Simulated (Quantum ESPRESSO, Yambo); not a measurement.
**A GW run on RbBr (Fm-3m) in Yambo, with inputs changed**

Aim: change inputs of a GW run on RbBr (Fm-3m) and see what moves.

Program: Yambo 5.3.0. Level of theory: PBE and many-body steps on it, plane waves. Results are calculated unless marked as measured.

The database entry behind the starting cell differs from later determinations by our own check (about 0.5 % short), so it need not match the best structure at ambient conditions.

**1. Starting point**

The structure is cubic, space group Fm-3m (No. 225). The conventional cell has a = 6.854 Å, b = 6.854 Å, c = 6.854 Å, α = 90.00°, β = 90.00°, γ = 90.00°. Nearest to Rb lie 6 Br at 3.43 Å. Nearest to Br lie 6 Rb at 3.43 Å. Farther neighbours and most contacts between anions are not listed.

As a file:

```cif
data_structure
_symmetry_space_group_name_H-M 'Fm-3m'
_symmetry_Int_Tables_number 225
_cell_length_a 6.8540
_cell_length_b 6.8540
_cell_length_c 6.8540
_cell_angle_alpha 90.000
_cell_angle_beta 90.000
_cell_angle_gamma 90.000
_cell_volume 321.98
loop_
_atom_site_label
_atom_site_type_symbol
_atom_site_symmetry_multiplicity
_atom_site_Wyckoff_symbol
_atom_site_fract_x
_atom_site_fract_y
_atom_site_fract_z
_atom_site_occupancy
Rb1 Rb 4 a 0.00000 0.00000 0.00000 1
Br1 Br 4 b 0.50000 0.00000 0.00000 1
```

The cell and positions come from the Crystallography Open Database and are kept as given unless a step says otherwise.

**2. Base**

This step: Yambo 5.3.0; G0W0 on PBE, plane waves, norm-conserving pseudopotentials.

Now the one-shot GW correction: screening in the RPA, then the self-energy of the levels asked for.

Contents of gw1.in:

```
HF_and_locXC
gw0
dyson
ppa
em1d
rim_cut
RandQpts= 1000000
RandGvec= 1 RL
EXXRLvcs= 76 Ry
VXCRLvcs= 304 Ry
Chimod= "HARTREE"
% BndsRnXp
 1 | 209 |
%
NGsBlkXp= 13 Ry
% LongDrXp
 1 | 1 | 1 |
%
% GbndRnge
 1 | 209 |
%
DysSolver= "n"
ExtendOut
PPAPntXp= 27.21138 eV
% QPkrange
 1 | 1 | 12 | 15 |
%
```

Launch:

```bash
> OMP_NUM_THREADS=1 mpirun -n 4 yambo -F gw1.in -J gw1 -C gw1 > gw1.log
```

What it wrote:

```text
 Yambo, version 5.3.0

 [02] CORE Variables Setup
 =========================

  [... cell, symmetries and grids as in the set-up ...]

  [02.05] Energies & Occupations
  ==============================

  [X] === General ===
  [X] Electronic Temperature                        :  0.000000  0.000000 [eV K]
  [X] Bosonic    Temperature                        :  0.000000  0.000000 [eV K]
  [X] Finite Temperature mode                       : no
  [X] El. density                                   :  0.32300E+24 [cm-3]
  [X] Fermi Level                                   :  2.132238 [eV]

  [X] === Gaps and Widths ===
  [X] Conduction Band Min                           :  4.364251 [eV]
  [X] Valence Band Max                              :  0.000000 [eV]
  [X] Filled Bands                                  :  13
  [X] Empty Bands                                   :   14  209
  [X] Direct Gap                                    :  4.364251 [eV]
  [X] Direct Gap localized at k                     :  1
  [X] Indirect Gap                                  :  4.364251 [eV]
  [X] Indirect Gap between kpts                     :  1  1
  [X] Last valence band width                       :  0.354275 [eV]
  [X] 1st conduction band width                     :  2.722711 [eV]

 [03] Transferred momenta grid and indexing
 ==========================================

 IBZ Q-points                                      :   8
 BZ  Q-points                                      :   64

 K/Q-points units:
 rlu = crystal or reduced units; cc = cartesian coordinates; iku = interal k-units

 Q [1]          [rlu]:  0.000000  0.000000  0.000000
 Q [2]          [rlu]:  0.20505E-16 -0.72508E-17  0.25000
 Q [3]          [rlu]: -0.41010E-16  0.14502E-16 -0.50000
 Q [4]          [rlu]:  0.31893E-16  0.25000      0.25000
 Q [5]          [rlu]:  0.34809E-16  0.25000      0.50000
 Q [6]          [rlu]:  0.99473E-16  0.25000     -0.25000
 Q [7]          [rlu]: -0.63786E-16 -0.50000     -0.50000
 Q [8]          [rlu]:  0.250000 -0.500000 -0.250000

 [04] Coloumb potential Random Integration (RIM)
 ===============================================

  [04.01] RIM initialization
  ==========================

  * Diagonal components only detected *

  8 x (sBL volume)        :  0.057080 [a.u.]
  sBZ random points       :  1000000
  Points outside the sBZ  :   7968281
  RL volume               :  0.456637 [a.u.]
  Integrated volume       :  0.458454 [a.u.]

  [04.02] RIM integrals
  =====================

  Gamma point sphere radius             :  0.069841 [a.u.]
  Points outside the sphere             :   800476
  [Int_sBZ(q=0) 1/q^2]*(Vol_sBZ)^(-1/3) =:  7.776341
                                 should be <:  7.795600

  Summary of Coulomb integrals for non-metallic bands |Q|[au] RIM/Bare

  Q [1] 0.100000E-4 0.997530 * Q [2] 0.210057 1.069186
  Q [4] 0.242553 1.068537 * Q [6] 0.343022 1.029949
  Q [5] 0.402229 1.023412 * Q [3] 0.420114 1.020404
  Q [7] 0.485106 1.016961 * Q [8] 0.542365 1.013888

 [05] Dipoles
 ============

  [05.01] Setup: observables and procedures
  =========================================

 [06] Dynamic Dielectric Matrix (PPA)
 ====================================

 [WR./gw1//ndb.pp]---------------------------------------------------------------
  Brillouin Zone Q/K grids (IBZ/BZ)                :    8   64    8   64
  RL vectors                                       :   7343 [WF]
  Coulomb cutoff potential                         : none
  Electronic Temperature                           :  0.000000 [K]
  Bosonic    Temperature                           :  0.000000 [K]
  PPA    diel. fun.  energies                      : Perdew, Burke & Ernzerhof(X)+Perdew, Burke & Ernzerhof(C)
  wavefunctions                                    : Perdew, Burke & Ernzerhof(X)+Perdew, Burke & Ernzerhof(C)
  Global Gauge                                     : length
  X matrix size                                    :   459
  X band range                                     :    1  209
  X e/h energy range                               : -1.000000 -1.000000 [eV]
  X Time ordering                                  : R
  X Hxc Kernel                                     : HARTREE
  X Drude frequency                                :  0.000000  0.000000
  X poles                                          :  100.0000 [o/o]
  RL vectors in the sum                            :   7343
  [r,Vnl] included                                 : yes
  Field direction                                  :  0.577350E-5  0.577350E-5  0.577350E-5
  BZ energy Double Grid                            : no
  BZ energy DbGd points                            : 0
  BZ Q point size factor                           : -1.000000
  X Optical Averaged directions                    : none

 [07] Local Exchange-Correlation + Non-Local Fock
 ================================================

 [VXC] Plane waves :   48671
 [EXS] Plane waves :   6081

 QP @ state[ 1 ] K range:  1  1
 QP @ state[ 1 ] b range:  12  15

 [xc] Functional : Perdew, Burke & Ernzerhof(X)+Perdew, Burke & Ernzerhof(C)
 [xc] LIBXC used to calculate xc functional
  PP Number of Atomic Species                      :  2
  NLCC RL compoments                               :   48671
  PP Number of Atomic Species                      :  2
  NLCC RL compoments                               :   48671

 [xc] E_xc :  -16.27496 [Ha]
      E_xc :  -32.54992 [Ry]

  Local XC kind (lXC) : Perdew, Burke & Ernzerhof(X)+Perdew, Burke & Ernzerhof(C)
  Non-Local XC kind (nlXC) : Hartree-Fock

  Corrections @ K [1] :  [eV]
 <12|nlXC|12> = -19.41610 -0.67813E-17 <12|lXC|12> = -14.22687 -0.47205E-16
 <13|nlXC|13> = -19.41606  0.61037E-17 <13|lXC|13> = -14.22687  0.16964E-16
 <14|nlXC|14> = -3.641019 -0.15713E-18 <14|lXC|14> = -6.942251  0.19474E-20
 <15|nlXC|15> = -3.253680  0.27454E-18 <15|lXC|15> = -7.444604  0.23601E-16

 [08] Dyson equation: Newton solver
 ==================================

  [08.01] G0W0 (W PPA)
  ====================

  [  GW  ] Bands range     :    1  209
  [GW/PPA] G damping       :  0.100000 [eV]

  QP @ state[ 1 ] K range:  1  1
  QP @ state[ 1 ] b range:  12  15

   Sc/G bands                                       :    1  209
   Sc/G damping                                     :  0.100000 ev
   Sc bands terminator                              : no
   Sx RL components                                 :   6081

   QP @ state[ 1 ] K range                          :  1  1
   QP @ state[ 1 ] b range                          :  12  15
   GF energies kind                                 : Perdew, Burke & Ernzerhof(X)+Perdew, Burke & Ernzerhof(C)
   GF WF`s kind                                     : Perdew, Burke & Ernzerhof(X)+Perdew, Burke & Ernzerhof(C)
   Xs energies kind                                 : Perdew, Burke & Ernzerhof(X)+Perdew, Burke & Ernzerhof(C)
   Xs WF`s kind                                     : Perdew, Burke & Ernzerhof(X)+Perdew, Burke & Ernzerhof(C)

 [11] Game Over & Game summary
```

Elapsed: 5.2 min, on 4 MPI ranks of Arm Neoverse V1, shared host; peak memory 2.1 GiB.

Numbers from this step:

```yaml
g0w0_gap_on_the_points_computed: 7.583 eV
starting_gap_on_the_mesh: 4.364 eV
k_of_the_valence_top: 0, 0, 0
k_of_the_conduction_bottom: 0, 0, 0
least_direct_g0w0_gap_on_the_computed_points: 7.583 eV
z_at_the_valence_top: 0.8261
z_at_the_conduction_bottom: 0.8765
```

The gap on the mesh goes from 4.36 eV to 7.58 eV, a correction of +3.22 eV.

**3. Field direction**

Contents of gw2.in:

```
HF_and_locXC
gw0
dyson
ppa
em1d
rim_cut
RandQpts= 1000000
RandGvec= 1 RL
EXXRLvcs= 76 Ry
VXCRLvcs= 304 Ry
Chimod= "HARTREE"
% BndsRnXp
 1 | 209 |
%
NGsBlkXp= 13 Ry
% LongDrXp
 1 | 0 | 0 |
%
% GbndRnge
 1 | 209 |
%
DysSolver= "n"
ExtendOut
PPAPntXp= 27.21138 eV
% QPkrange
 1 | 1 | 12 | 15 |
%
```

Launch:

```bash
> OMP_NUM_THREADS=1 mpirun -n 4 yambo -F gw2.in -J gw2 -C gw2 > gw2.log
```

What it wrote:

```text
 Yambo, version 5.3.0

 [02] CORE Variables Setup
 =========================

  [... cell, symmetries and grids as in the set-up ...]

  [02.05] Energies & Occupations
  ==============================

  [X] === General ===
  [X] Electronic Temperature                        :  0.000000  0.000000 [eV K]
  [X] Bosonic    Temperature                        :  0.000000  0.000000 [eV K]
  [X] Finite Temperature mode                       : no
  [X] El. density                                   :  0.32300E+24 [cm-3]
  [X] Fermi Level                                   :  2.132238 [eV]

  [X] === Gaps and Widths ===
  [X] Conduction Band Min                           :  4.364251 [eV]
  [X] Valence Band Max                              :  0.000000 [eV]
  [X] Filled Bands                                  :  13
  [X] Empty Bands                                   :   14  209
  [X] Direct Gap                                    :  4.364251 [eV]
  [X] Direct Gap localized at k                     :  1
  [X] Indirect Gap                                  :  4.364251 [eV]
  [X] Indirect Gap between kpts                     :  1  1
  [X] Last valence band width                       :  0.354275 [eV]
  [X] 1st conduction band width                     :  2.722711 [eV]

 [03] Transferred momenta grid and indexing
 ==========================================

 IBZ Q-points                                      :   8
 BZ  Q-points                                      :   64

 K/Q-points units:
 rlu = crystal or reduced units; cc = cartesian coordinates; iku = interal k-units

 Q [1]          [rlu]:  0.000000  0.000000  0.000000
 Q [2]          [rlu]:  0.20505E-16 -0.72508E-17  0.25000
 Q [3]          [rlu]: -0.41010E-16  0.14502E-16 -0.50000
[...]
================================================

 [VXC] Plane waves :   48671
 [EXS] Plane waves :   6081

 QP @ state[ 1 ] K range:  1  1
 QP @ state[ 1 ] b range:  12  15

 [xc] Functional : Perdew, Burke & Ernzerhof(X)+Perdew, Burke & Ernzerhof(C)
 [xc] LIBXC used to calculate xc functional
  PP Number of Atomic Species                      :  2
  NLCC RL compoments                               :   48671
  PP Number of Atomic Species                      :  2
  NLCC RL compoments                               :   48671

 [xc] E_xc :  -16.27496 [Ha]
      E_xc :  -32.54992 [Ry]

  Local XC kind (lXC) : Perdew, Burke & Ernzerhof(X)+Perdew, Burke & Ernzerhof(C)
  Non-Local XC kind (nlXC) : Hartree-Fock

  Corrections @ K [1] :  [eV]
 <12|nlXC|12> = -19.41610 -0.67813E-17 <12|lXC|12> = -14.22687 -0.47205E-16
 <13|nlXC|13> = -19.41606  0.61037E-17 <13|lXC|13> = -14.22687  0.16964E-16
 <14|nlXC|14> = -3.641019 -0.15713E-18 <14|lXC|14> = -6.942251  0.19474E-20
 <15|nlXC|15> = -3.253680  0.27454E-18 <15|lXC|15> = -7.444604  0.23601E-16

 [08] Dyson equation: Newton solver
 ==================================

  [08.01] G0W0 (W PPA)
  ====================

  [  GW  ] Bands range     :    1  209
  [GW/PPA] G damping       :  0.100000 [eV]

  QP @ state[ 1 ] K range:  1  1
  QP @ state[ 1 ] b range:  12  15

   Sc/G bands                                       :    1  209
   Sc/G damping                                     :  0.100000 ev
   Sc bands terminator                              : no
   Sx RL components                                 :   6081

   QP @ state[ 1 ] K range                          :  1  1
   QP @ state[ 1 ] b range                          :  12  15
   GF energies kind                                 : Perdew, Burke & Ernzerhof(X)+Perdew, Burke & Ernzerhof(C)
   GF WF`s kind                                     : Perdew, Burke & Ernzerhof(X)+Perdew, Burke & Ernzerhof(C)
   Xs energies kind                                 : Perdew, Burke & Ernzerhof(X)+Perdew, Burke & Ernzerhof(C)
   Xs WF`s kind                                     : Perdew, Burke & Ernzerhof(X)+Perdew, Burke & Ernzerhof(C)

 [11] Game Over & Game summary
```

Elapsed: 5.1 min, on 4 MPI ranks; peak memory 2.1 GiB; 20 min of CPU time.

This step gave:

```yaml
g0w0_gap_on_the_points_computed: 7.583 eV
starting_gap_on_the_mesh: 4.364 eV
k_of_the_valence_top: 0, 0, 0
k_of_the_conduction_bottom: 0, 0, 0
least_direct_g0w0_gap_on_the_computed_points: 7.583 eV
z_at_the_valence_top: 0.8261
z_at_the_conduction_bottom: 0.8765
```

Against G0W0 in Yambo (4×4×4 mesh, 209 bands, screening to 176.9 eV, Godby-Needs plasmon pole), the gap moves by −0.0001 eV.

**4. Exchange cutoff**

Contents of gw4.in:

```
HF_and_locXC
gw0
dyson
ppa
em1d
rim_cut
RandQpts= 1000000
RandGvec= 1 RL
EXXRLvcs= 19 Ry
VXCRLvcs= 304 Ry
Chimod= "HARTREE"
% BndsRnXp
 1 | 209 |
%
NGsBlkXp= 13 Ry
% LongDrXp
 1 | 1 | 1 |
%
% GbndRnge
 1 | 209 |
%
DysSolver= "n"
ExtendOut
PPAPntXp= 27.21138 eV
% QPkrange
 1 | 1 | 12 | 15 |
%
```

Launch:

```bash
> OMP_NUM_THREADS=1 mpirun -n 4 yambo -F gw4.in -J gw4,gw1_W -C gw4 > gw4.log
```

What it wrote:

```text
 Yambo, version 5.3.0

 [02] CORE Variables Setup
 =========================

  [... cell, symmetries and grids as in the set-up ...]

  [02.05] Energies & Occupations
  ==============================

  [X] === General ===
  [X] Electronic Temperature                        :  0.000000  0.000000 [eV K]
  [X] Bosonic    Temperature                        :  0.000000  0.000000 [eV K]
  [X] Finite Temperature mode                       : no
  [X] El. density                                   :  0.32300E+24 [cm-3]
  [X] Fermi Level                                   :  2.132238 [eV]

  [X] === Gaps and Widths ===
  [X] Conduction Band Min                           :  4.364251 [eV]
  [X] Valence Band Max                              :  0.000000 [eV]
  [X] Filled Bands                                  :  13
  [X] Empty Bands                                   :   14  209
  [X] Direct Gap                                    :  4.364251 [eV]
  [X] Direct Gap localized at k                     :  1
  [X] Indirect Gap                                  :  4.364251 [eV]
  [X] Indirect Gap between kpts                     :  1  1
  [X] Last valence band width                       :  0.354275 [eV]
  [X] 1st conduction band width                     :  2.722711 [eV]

 [03] Transferred momenta grid and indexing
 ==========================================

 IBZ Q-points                                      :   8
 BZ  Q-points                                      :   64

 K/Q-points units:
 rlu = crystal or reduced units; cc = cartesian coordinates; iku = interal k-units

 Q [1]          [rlu]:  0.000000  0.000000  0.000000
 Q [2]          [rlu]:  0.20505E-16 -0.72508E-17  0.25000
 Q [3]          [rlu]: -0.41010E-16  0.14502E-16 -0.50000
[...]
Q [7]          [rlu]: -0.63786E-16 -0.50000     -0.50000
 Q [8]          [rlu]:  0.250000 -0.500000 -0.250000

 [04] Coloumb potential Random Integration (RIM)
 ===============================================

 Summary of Coulomb integrals for non-metallic bands |Q|[au] RIM/Bare

 Q [1] 0.100000E-4 0.997530 * Q [2] 0.210057 1.069186
 Q [4] 0.242553 1.068537 * Q [6] 0.343022 1.029949
 Q [5] 0.402229 1.023412 * Q [3] 0.420114 1.020404
 Q [7] 0.485106 1.016961 * Q [8] 0.542365 1.013888

 [05] Dipoles
 ============

  [05.01] Setup: observables and procedures
  =========================================

 [06] Dynamic Dielectric Matrix (PPA)
 ====================================

   Sc/G bands                                       :    1  209
   Sc/G damping                                     :  0.100000 ev
   Sc bands terminator                              : no
   Sx RL components                                 :   821

   QP @ state[ 1 ] K range                          :  1  1
   QP @ state[ 1 ] b range                          :  12  15
   GF energies kind                                 : Perdew, Burke & Ernzerhof(X)+Perdew, Burke & Ernzerhof(C)
   GF WF`s kind                                     : Perdew, Burke & Ernzerhof(X)+Perdew, Burke & Ernzerhof(C)
   Xs energies kind                                 : Perdew, Burke & Ernzerhof(X)+Perdew, Burke & Ernzerhof(C)
   Xs WF`s kind                                     : Perdew, Burke & Ernzerhof(X)+Perdew, Burke & Ernzerhof(C)

 [11] Game Over & Game summary
```

Elapsed: 1.7 min, on 4 MPI ranks; peak memory 2.1 GiB; 6.8 min of CPU time.

This step gave:

| Quantity | Value |
| --- | --- |
| G0W0 gap on the points computed | 7.434 eV |
| starting gap on the mesh | 4.364 eV |
| k of the valence top | 0, 0, 0 |
| k of the conduction bottom | 0, 0, 0 |
| least direct G0W0 gap on the computed points | 7.434 eV |
| Z at the valence top | 0.8261 |
| Z at the conduction bottom | 0.8765 |

**5. Core charge in Vxc**

Contents of gw5.in:

```
HF_and_locXC
gw0
dyson
ppa
em1d
rim_cut
RandQpts= 1000000
RandGvec= 1 RL
EXXRLvcs= 76 Ry
VXCRLvcs= 304 Ry
Chimod= "HARTREE"
% BndsRnXp
 1 | 209 |
%
NGsBlkXp= 13 Ry
% LongDrXp
 1 | 1 | 1 |
%
% GbndRnge
 1 | 209 |
%
DysSolver= "n"
ExtendOut
PPAPntXp= 27.21138 eV
% QPkrange
 1 | 1 | 12 | 15 |
%
UseNLCC
```

Launch:

```bash
> OMP_NUM_THREADS=1 mpirun -n 4 yambo -F gw5.in -J gw5,gw1_W -C gw5 > gw5.log
```

What it wrote:

```text
 Yambo, version 5.3.0

 [02] CORE Variables Setup
 =========================

  [... cell, symmetries and grids as in the set-up ...]

  [02.05] Energies & Occupations
  ==============================

  [X] === General ===
  [X] Electronic Temperature                        :  0.000000  0.000000 [eV K]
  [X] Bosonic    Temperature                        :  0.000000  0.000000 [eV K]
  [X] Finite Temperature mode                       : no
  [X] El. density                                   :  0.32300E+24 [cm-3]
[...]
Sx RL components                                 :   6081

   QP @ state[ 1 ] K range                          :  1  1
   QP @ state[ 1 ] b range                          :  12  15
   GF energies kind                                 : Perdew, Burke & Ernzerhof(X)+Perdew, Burke & Ernzerhof(C)
   GF WF`s kind                                     : Perdew, Burke & Ernzerhof(X)+Perdew, Burke & Ernzerhof(C)
   Xs energies kind                                 : Perdew, Burke & Ernzerhof(X)+Perdew, Burke & Ernzerhof(C)
   Xs WF`s kind                                     : Perdew, Burke & Ernzerhof(X)+Perdew, Burke & Ernzerhof(C)

 [11] Game Over & Game summary
```

It took 1.7 min on 4 MPI ranks; peak memory 2.1 GiB.

Numbers from this step:

- G0W0 gap on the points computed: 7.649 eV
- starting gap on the mesh: 4.364 eV
- k of the valence top: 0, 0, 0
- k of the conduction bottom: 0, 0, 0
- least direct G0W0 gap on the computed points: 7.649 eV

Against G0W0 in Yambo (4×4×4 mesh, 209 bands, screening to 176.9 eV, Godby-Needs plasmon pole), the gap moves by +0.066 eV.

**6. Damping of G**

gw6.in, as its differences from gw5.in of step 5:

```diff
@@ -27,2 +27,2 @@
 %
-UseNLCC
+GDamping= 1.0 eV
```

Launch:

```bash
> OMP_NUM_THREADS=1 mpirun -n 4 yambo -F gw6.in -J gw6,gw1_W -C gw6 > gw6.log
```

What it wrote:

```text
 Yambo, version 5.3.0

 [02] CORE Variables Setup
 =========================

  [... cell, symmetries and grids as in the set-up ...]

  [02.05] Energies & Occupations
  ==============================

  [X] === General ===
  [X] Electronic Temperature                        :  0.000000  0.000000 [eV K]
  [X] Bosonic    Temperature                        :  0.000000  0.000000 [eV K]
  [X] Finite Temperature mode                       : no
  [X] El. density                                   :  0.32300E+24 [cm-3]
[...]
Sx RL components                                 :   6081

   QP @ state[ 1 ] K range                          :  1  1
   QP @ state[ 1 ] b range                          :  12  15
   GF energies kind                                 : Perdew, Burke & Ernzerhof(X)+Perdew, Burke & Ernzerhof(C)
   GF WF`s kind                                     : Perdew, Burke & Ernzerhof(X)+Perdew, Burke & Ernzerhof(C)
   Xs energies kind                                 : Perdew, Burke & Ernzerhof(X)+Perdew, Burke & Ernzerhof(C)
   Xs WF`s kind                                     : Perdew, Burke & Ernzerhof(X)+Perdew, Burke & Ernzerhof(C)

 [11] Game Over & Game summary
```

Wall time 1.7 min (4 MPI ranks); peak memory 2.1 GiB.

Numbers from this step:

| Property | Result |
| --- | --- |
| G0W0 gap on the points computed | 7.595 eV |
| starting gap on the mesh | 4.364 eV |
| k of the valence top | 0, 0, 0 |
| k of the conduction bottom | 0, 0, 0 |
| least direct G0W0 gap on the computed points | 7.595 eV |

Against G0W0 in Yambo (4×4×4 mesh, 209 bands, screening to 176.9 eV, Godby-Needs plasmon pole), the gap moves by +0.012 eV.

(Part 1 of 2 ends here.)

[Paths, hosts, dates, memory and timing lines, banners, echoed tables and standing remarks are left out of the program output.]

[Logs are printed without paths, hosts, clocks, repeated set-up lines and the standing remarks that a program may print on its own settings, such as how far it seeks lower states.]

[Runs of the session that timed out or met a known fault of the program may be left out.]

[Hosts, paths, dates, database ids (printed as entryN), source tags and the programs' standing remarks are cut or masked in the printed files.]
